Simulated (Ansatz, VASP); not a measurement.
CdSe in VASP and in Ansatz

```
Cd Se
1.0
     4.01935    0.00000    0.00000
    -2.00968    3.48086    0.00000
     0.00000    0.00000    6.65873
Cd Se
2 2
Direct
  0.00000 0.00000 0.00000
  0.00000 0.00000 0.50000
  0.33333 0.66667 0.25000
  0.66667 0.33333 0.75000
```

Alike in both runs: task single point; functional PBE; k mesh 6 × 6 × 4; occupations tetrahedron; no spin polarisation.

```csv
,VASP,Ansatz
version,VASP 6.6.1,Ansatz 0.2.0
potentials or method,"VASP PAW PBE potentials, release 64 (Cd, Se)",plane waves
plane-wave cutoff (eV),520,420
valence electrons in the cell,36,72
```

```tsv
	VASP	Ansatz	Ansatz less VASP
pressure (GPa)	2.2	1.8	-0.36
largest component of the traceless stress (GPa)	0.10	0.10	-0.001
```

The two sets of potentials don't hold the same shells in valence. Ansatz warned: «band_table_not_solved_further».

Caveats: tetrahedron occupations give inexact forces and stress in metals.
